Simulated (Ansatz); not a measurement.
Born–Oppenheimer molecular dynamics of a periodic cell of 28 atoms, Mo (surface Mo(110), adsorbate Mo). It goes on from the last frame of an earlier run, with new velocities.

Method: Ansatz, DFT PBE-D3(BJ), scalar-relativistic, plane waves, PAW. Settings: accuracy low, cutoff 420 eV, k mesh 2x2x1, fermi-dirac smearing 0.15 eV, no spin polarisation.

| Quantity | Value |
| --- | --- |
| ensemble | NVE (velocity Verlet) |
| time step | 3 fs |
| steps asked | 110 |
| starting velocities drawn for | 1400 K |
| atoms held | 1 to 9 |
| seed | 748718 |

Frames 15 fs apart, positions in Å, forces in eV/Å.

Velocities at 120 fs (Å/ps):

```
Mo 0.00 0.00 0.00
Mo 0.00 0.00 0.00
Mo 0.00 0.00 0.00
Mo 0.00 0.00 0.00
Mo 0.00 0.00 0.00
Mo 0.00 0.00 0.00
Mo 0.00 0.00 0.00
Mo 0.00 0.00 0.00
Mo 0.00 0.00 0.00
Mo 0.76 3.15 -2.46
Mo -0.77 0.36 -3.47
Mo -1.28 -0.96 -1.43
Mo 0.66 -0.15 -2.19
Mo -2.87 -2.85 3.33
Mo -0.98 1.72 -0.13
Mo -1.31 1.71 -0.43
Mo 0.72 -1.23 -1.16
Mo 2.38 1.40 5.57
Mo 4.58 4.84 -4.06
Mo -1.29 -4.82 -6.21
Mo 2.19 -1.81 1.94
Mo -5.91 -5.83 1.32
Mo 5.94 -1.18 -0.31
Mo 5.37 -0.88 0.05
Mo 2.92 -4.50 0.09
Mo 4.29 -0.62 1.83
Mo -2.78 -2.60 2.35
Mo -0.76 -4.28 5.57
```

```xyz
28
Lattice="9.4500 0.0000 0.0000 4.7250 6.6822 0.0000 0.0000 0.0000 16.4548" Properties=species:S:1:pos:R:3:forces:R:3 time_fs=120 energy_less_start_eV=0.896 T=1036
Mo 0.000 0.000 1.000 0.33 0.04 -0.64
Mo 3.150 0.000 1.000 0.08 0.29 0.30
Mo 6.300 0.000 1.000 -0.09 -0.04 -0.21
Mo 1.575 2.227 1.000 0.14 -0.30 0.77
Mo 4.725 2.227 1.000 -0.02 -0.27 0.50
Mo 7.875 2.227 1.000 0.13 -0.28 -0.39
Mo 3.150 4.455 1.000 -0.14 -0.54 -0.24
Mo 6.300 4.455 1.000 0.22 -0.13 -0.62
Mo 9.450 4.455 1.000 0.25 -0.24 0.06
Mo 0.094 2.093 3.179 -0.02 0.78 0.30
Mo 3.170 2.063 3.350 -0.14 0.92 -1.83
Mo 6.531 2.225 3.194 -1.94 -1.14 -0.74
Mo 1.566 4.450 3.226 0.29 -1.17 -1.63
Mo 4.784 4.456 2.990 -0.11 -1.28 1.27
Mo 7.905 4.417 3.060 0.78 0.25 0.92
Mo 3.233 6.590 3.047 -0.62 0.91 1.15
Mo 6.303 6.618 3.293 0.98 0.22 -1.23
Mo 9.514 6.617 3.137 -0.13 0.57 0.28
Mo 0.023 -0.098 5.366 0.89 -0.44 0.75
Mo 3.163 -0.068 5.410 0.17 -0.37 0.39
Mo 6.393 -0.163 5.305 -0.30 0.52 0.37
Mo 1.609 1.957 5.632 0.19 0.53 -1.41
Mo 4.773 2.045 5.364 0.67 -1.14 -0.29
Mo 8.025 1.981 5.334 -0.75 0.38 0.05
Mo 3.321 4.353 5.161 -1.29 -0.12 0.85
Mo 6.446 4.237 5.333 -0.30 1.00 -0.62
Mo 9.391 4.349 5.200 0.95 0.13 0.57
Mo 4.809 3.830 6.981 -0.24 0.92 1.30
28
Lattice="9.4500 0.0000 0.0000 4.7250 6.6822 0.0000 0.0000 0.0000 16.4548" Properties=species:S:1:pos:R:3:forces:R:3 time_fs=135 energy_less_start_eV=0.858 T=1051
Mo 0.000 0.000 1.000 0.30 -0.13 -0.42
Mo 3.150 0.000 1.000 0.13 0.13 0.26
Mo 6.300 0.000 1.000 -0.12 0.03 -0.09
Mo 1.575 2.227 1.000 0.12 -0.35 0.41
Mo 4.725 2.227 1.000 0.01 -0.38 0.50
Mo 7.875 2.227 1.000 0.19 -0.20 -0.44
Mo 3.150 4.455 1.000 -0.05 -0.44 -0.22
Mo 6.300 4.455 1.000 0.07 -0.09 -0.34
Mo 9.450 4.455 1.000 0.21 -0.06 0.17
Mo 0.104 2.147 3.145 -0.31 0.20 0.32
Mo 3.158 2.079 3.280 0.19 0.76 -1.06
Mo 6.492 2.200 3.165 -1.41 -0.55 -0.35
Mo 1.579 4.435 3.177 0.24 -0.75 -0.71
Mo 4.742 4.401 3.051 0.51 -0.53 0.38
Mo 7.899 4.444 3.068 0.76 -0.37 0.66
Mo 3.208 6.624 3.054 -0.14 0.22 1.08
Mo 6.324 6.603 3.260 0.58 0.40 -1.51
Mo 9.547 6.642 3.220 -0.38 -0.09 -0.92
Mo 0.099 -0.035 5.315 -0.06 -1.55 1.20
Mo 3.147 -0.142 5.324 0.70 0.17 1.10
Mo 6.423 -0.184 5.338 -0.15 0.38 0.13
Mo 1.526 1.878 5.636 1.22 1.26 -1.27
Mo 4.867 2.017 5.357 -0.08 -0.37 0.21
Mo 8.094 1.973 5.336 -1.64 0.63 0.02
Mo 3.351 4.286 5.173 -1.11 0.24 1.29
Mo 6.503 4.238 5.356 -1.17 0.53 -0.12
Mo 9.362 4.312 5.240 1.38 0.29 0.14
Mo 4.795 3.776 7.073 0.02 0.59 -0.42
28
Lattice="9.4500 0.0000 0.0000 4.7250 6.6822 0.0000 0.0000 0.0000 16.4548" Properties=species:S:1:pos:R:3:forces:R:3 time_fs=150 energy_less_start_eV=1.336 T=857
Mo 0.000 0.000 1.000 0.18 -0.28 -0.14
Mo 3.150 0.000 1.000 0.19 -0.09 0.10
Mo 6.300 0.000 1.000 -0.08 0.00 -0.05
Mo 1.575 2.227 1.000 0.07 -0.40 -0.14
Mo 4.725 2.227 1.000 0.03 -0.44 0.27
Mo 7.875 2.227 1.000 0.23 -0.12 -0.41
Mo 3.150 4.455 1.000 0.11 -0.28 -0.21
Mo 6.300 4.455 1.000 -0.04 -0.10 -0.12
Mo 9.450 4.455 1.000 0.13 0.05 0.15
Mo 0.108 2.206 3.119 -0.60 -0.54 0.30
Mo 3.150 2.111 3.186 0.40 0.41 -0.11
Mo 6.421 2.162 3.129 -0.40 0.30 0.21
Mo 1.598 4.404 3.113 0.16 0.01 0.41
Mo 4.711 4.335 3.121 0.99 0.41 -0.43
Mo 7.910 4.462 3.090 0.51 -0.96 0.10
Mo 3.180 6.663 3.084 0.36 -0.54 0.66
Mo 6.357 6.597 3.194 0.02 0.47 -1.13
Mo 9.572 6.665 3.282 -0.63 -0.80 -1.78
Mo 0.173 -0.006 5.291 -1.12 -2.36 1.21
Mo 3.147 -0.213 5.262 1.01 0.75 1.60
Mo 6.449 -0.197 5.373 -0.01 0.18 -0.13
Mo 1.470 1.828 5.611 2.12 2.02 -0.89
Mo 4.959 1.980 5.356 -0.71 0.47 0.69
Mo 8.126 1.979 5.337 -2.10 0.73 -0.03
Mo 3.356 4.223 5.214 -0.86 0.34 1.46
Mo 6.535 4.250 5.375 -1.67 0.08 0.12
Mo 9.363 4.282 5.284 1.52 0.36 -0.18
Mo 4.782 3.734 7.156 0.17 0.33 -1.53
28
Lattice="9.4500 0.0000 0.0000 4.7250 6.6822 0.0000 0.0000 0.0000 16.4548" Properties=species:S:1:pos:R:3:forces:R:3 time_fs=165 energy_less_start_eV=1.745 T=691
Mo 0.000 0.000 1.000 0.04 -0.35 0.06
Mo 3.150 0.000 1.000 0.28 -0.35 -0.19
Mo 6.300 0.000 1.000 -0.01 -0.13 -0.01
Mo 1.575 2.227 1.000 -0.03 -0.41 -0.77
Mo 4.725 2.227 1.000 0.06 -0.36 -0.17
Mo 7.875 2.227 1.000 0.24 -0.10 -0.34
Mo 3.150 4.455 1.000 0.29 -0.10 -0.26
Mo 6.300 4.455 1.000 -0.09 -0.20 -0.01
Mo 9.450 4.455 1.000 0.05 0.09 0.03
Mo 0.098 2.252 3.100 -0.66 -1.23 0.39
Mo 3.151 2.152 3.090 0.40 -0.15 0.96
Mo 6.342 2.131 3.097 0.73 0.97 0.70
Mo 1.620 4.374 3.058 0.00 0.73 1.35
Mo 4.702 4.277 3.182 1.09 1.22 -0.84
Mo 7.932 4.459 3.115 0.16 -1.12 -0.34
Mo 3.160 6.690 3.130 0.74 -1.00 0.13
Mo 6.391 6.601 3.105 -0.52 0.42 0.10
Mo 9.583 6.671 3.305 -0.79 -1.22 -2.01
Mo 0.223 -0.028 5.293 -1.53 -2.02 0.86
Mo 3.169 -0.267 5.236 0.94 1.17 1.64
Mo 6.476 -0.206 5.406 0.08 -0.02 -0.32
Mo 1.461 1.822 5.566 2.21 1.96 -0.75
Mo 5.036 1.953 5.369 -1.24 0.84 0.81
Mo 8.113 2.001 5.338 -1.73 0.52 -0.08
Mo 3.341 4.169 5.288 -0.59 0.40 1.06
Mo 6.530 4.265 5.396 -1.60 -0.24 0.06
Mo 9.398 4.259 5.323 1.28 0.39 -0.37
Mo 4.773 3.701 7.207 0.22 0.29 -1.70
28
Lattice="9.4500 0.0000 0.0000 4.7250 6.6822 0.0000 0.0000 0.0000 16.4548" Properties=species:S:1:pos:R:3:forces:R:3 time_fs=180 energy_less_start_eV=1.715 T=703
Mo 0.000 0.000 1.000 -0.08 -0.37 0.12
Mo 3.150 0.000 1.000 0.41 -0.57 -0.54
Mo 6.300 0.000 1.000 0.04 -0.26 0.07
Mo 1.575 2.227 1.000 -0.16 -0.32 -1.23
Mo 4.725 2.227 1.000 0.12 -0.17 -0.60
Mo 7.875 2.227 1.000 0.21 -0.13 -0.26
Mo 3.150 4.455 1.000 0.39 0.08 -0.32
Mo 6.300 4.455 1.000 -0.12 -0.34 0.04
Mo 9.450 4.455 1.000 0.00 0.06 -0.07
Mo 0.074 2.271 3.090 -0.40 -1.58 0.57
Mo 3.161 2.190 3.015 0.22 -0.70 1.93
Mo 6.278 2.121 3.081 1.52 1.01 0.95
Mo 1.642 4.359 3.033 -0.20 1.05 1.83
Mo 4.717 4.247 3.224 0.83 1.69 -0.93
Mo 7.958 4.432 3.133 -0.24 -0.72 -0.39
Mo 3.156 6.695 3.178 0.87 -1.08 -0.28
Mo 6.414 6.614 3.018 -0.86 0.25 1.56
Mo 9.576 6.650 3.283 -0.75 -1.09 -1.65
Mo 0.240 -0.094 5.315 -1.31 -0.82 0.45
Mo 3.212 -0.295 5.246 0.65 1.25 1.25
Mo 6.504 -0.215 5.432 0.04 -0.12 -0.42
Mo 1.501 1.858 5.504 1.57 1.08 -0.88
Mo 5.084 1.944 5.400 -1.59 0.61 0.48
Mo 8.061 2.034 5.338 -0.77 0.15 -0.07
Mo 3.312 4.123 5.384 -0.38 0.55 0.13
Mo 6.490 4.274 5.418 -0.95 -0.29 -0.21
Mo 9.462 4.245 5.355 0.71 0.35 -0.51
Mo 4.769 3.674 7.220 0.24 0.40 -0.98
28
Lattice="9.4500 0.0000 0.0000 4.7250 6.6822 0.0000 0.0000 0.0000 16.4548" Properties=species:S:1:pos:R:3:forces:R:3 time_fs=195 energy_less_start_eV=1.452 T=810
Mo 0.000 0.000 1.000 -0.12 -0.38 0.11
Mo 3.150 0.000 1.000 0.49 -0.66 -0.81
Mo 6.300 0.000 1.000 0.10 -0.34 0.15
Mo 1.575 2.227 1.000 -0.21 -0.14 -1.30
Mo 4.725 2.227 1.000 0.18 0.01 -0.77
Mo 7.875 2.227 1.000 0.14 -0.22 -0.18
Mo 3.150 4.455 1.000 0.35 0.18 -0.28
Mo 6.300 4.455 1.000 -0.12 -0.42 0.08
Mo 9.450 4.455 1.000 0.02 -0.05 -0.11
Mo 0.041 2.256 3.092 0.09 -1.41 0.72
Mo 3.175 2.213 2.983 0.00 -0.92 2.46
Mo 6.248 2.132 3.086 1.78 0.48 0.88
Mo 1.659 4.367 3.048 -0.35 0.76 1.68
Mo 4.751 4.253 3.246 0.41 1.67 -0.92
Mo 7.979 4.390 3.143 -0.59 -0.01 -0.17
Mo 3.171 6.676 3.220 0.67 -0.90 -0.57
Mo 6.418 6.633 2.965 -0.88 -0.03 2.42
Mo 9.553 6.605 3.226 -0.48 -0.37 -0.73
Mo 0.227 -0.179 5.347 -0.98 0.07 0.18
Mo 3.270 -0.295 5.283 0.31 1.05 0.63
Mo 6.532 -0.227 5.448 -0.17 -0.07 -0.45
Mo 1.576 1.920 5.422 0.86 0.31 -0.89
Mo 5.097 1.948 5.441 -1.76 -0.04 -0.21
Mo 7.992 2.071 5.336 0.20 -0.16 -0.03
Mo 3.275 4.091 5.483 -0.35 0.83 -1.06
Mo 6.429 4.278 5.436 0.04 -0.07 -0.59
Mo 9.542 4.239 5.375 0.04 0.30 -0.58
Mo 4.769 3.656 7.213 0.34 0.54 0.37
28
Lattice="9.4500 0.0000 0.0000 4.7250 6.6822 0.0000 0.0000 0.0000 16.4548" Properties=species:S:1:pos:R:3:forces:R:3 time_fs=210 energy_less_start_eV=1.180 T=920
Mo 0.000 0.000 1.000 -0.09 -0.41 0.10
Mo 3.150 0.000 1.000 0.41 -0.60 -0.89
Mo 6.300 0.000 1.000 0.17 -0.40 0.16
Mo 1.575 2.227 1.000 -0.11 0.02 -0.97
Mo 4.725 2.227 1.000 0.17 0.10 -0.57
Mo 7.875 2.227 1.000 0.03 -0.32 -0.07
Mo 3.150 4.455 1.000 0.24 0.14 -0.08
Mo 6.300 4.455 1.000 -0.07 -0.45 0.09
Mo 9.450 4.455 1.000 0.09 -0.28 -0.09
Mo 0.010 2.209 3.111 0.57 -0.79 0.65
Mo 3.190 2.215 3.006 -0.06 -0.77 2.22
Mo 6.257 2.154 3.110 1.55 -0.19 0.57
Mo 1.669 4.392 3.100 -0.37 0.07 0.92
Mo 4.793 4.297 3.246 -0.10 1.17 -0.87
Mo 7.986 4.347 3.148 -0.74 0.61 0.02
Mo 3.201 6.637 3.250 0.24 -0.53 -0.73
Mo 6.402 6.651 2.965 -0.59 -0.35 2.40
Mo 9.519 6.552 3.152 -0.07 0.60 0.52
Mo 0.192 -0.263 5.384 -0.65 0.57 0.12
Mo 3.335 -0.272 5.335 -0.04 0.70 -0.03
Mo 6.557 -0.240 5.455 -0.51 0.09 -0.40
Mo 1.670 1.988 5.320 0.06 -0.34 -0.39
Mo 5.071 1.951 5.478 -1.76 -0.59 -0.81
Mo 7.927 2.105 5.333 0.82 -0.35 0.00
Mo 3.230 4.077 5.558 -0.11 1.10 -1.91
Mo 6.370 4.280 5.440 0.92 0.23 -0.79
Mo 9.623 4.241 5.382 -0.49 0.39 -0.54
Mo 4.778 3.651 7.214 0.48 0.57 1.38
28
Lattice="9.4500 0.0000 0.0000 4.7250 6.6822 0.0000 0.0000 0.0000 16.4548" Properties=species:S:1:pos:R:3:forces:R:3 time_fs=225 energy_less_start_eV=1.103 T=951
Mo 0.000 0.000 1.000 0.00 -0.43 0.10
Mo 3.150 0.000 1.000 0.19 -0.43 -0.71
Mo 6.300 0.000 1.000 0.24 -0.44 0.11
Mo 1.575 2.227 1.000 0.05 0.08 -0.42
Mo 4.725 2.227 1.000 0.15 0.12 -0.16
Mo 7.875 2.227 1.000 -0.05 -0.38 0.07
Mo 3.150 4.455 1.000 0.16 0.00 0.19
Mo 6.300 4.455 1.000 0.02 -0.44 0.04
Mo 9.450 4.455 1.000 0.14 -0.54 -0.03
Mo -0.008 2.145 3.144 0.77 0.06 0.33
Mo 3.204 2.201 3.077 0.14 -0.42 1.01
Mo 6.301 2.172 3.147 0.91 -0.64 0.19
Mo 1.670 4.418 3.172 -0.28 -0.58 -0.23
Mo 4.833 4.367 3.228 -0.59 0.22 -0.68
Mo 7.978 4.317 3.154 -0.55 0.98 0.07
Mo 3.236 6.586 3.263 -0.28 0.02 -0.73
Mo 6.374 6.662 3.019 -0.06 -0.68 1.67
Mo 9.483 6.513 3.090 0.31 1.33 1.62
Mo 0.142 -0.335 5.423 -0.33 0.89 0.20
Mo 3.398 -0.233 5.387 -0.43 0.33 -0.52
Mo 6.569 -0.251 5.452 -0.87 0.32 -0.28
Mo 1.765 2.049 5.211 -0.86 -1.05 0.78
Mo 5.005 1.943 5.497 -1.42 -0.48 -0.90
Mo 7.879 2.131 5.330 1.02 -0.45 0.00
Mo 3.184 4.087 5.592 0.82 1.26 -1.83
Mo 6.329 4.287 5.427 1.22 0.29 -0.48
Mo 9.693 4.251 5.377 -0.92 0.58 -0.40
Mo 4.798 3.658 7.242 0.49 0.47 0.97
```

Of the whole run (330 fs, mean temperature of the second half 848 K): The conserved energy stayed within 0.15 meV per atom of its start (net change 0.076 meV per atom), so the integration is sound. A run of 0.33 ps of so small a system gives no equilibrium averages. Limits of this set-up: coarse k mesh, thin slab, slab without dipole correction, a typed lattice constant that wasn't relaxed here, low accuracy level.

Time of the run: 36 min on 4 threads of Arm Neoverse V1, on a shared host, peak memory 4.7 GiB.
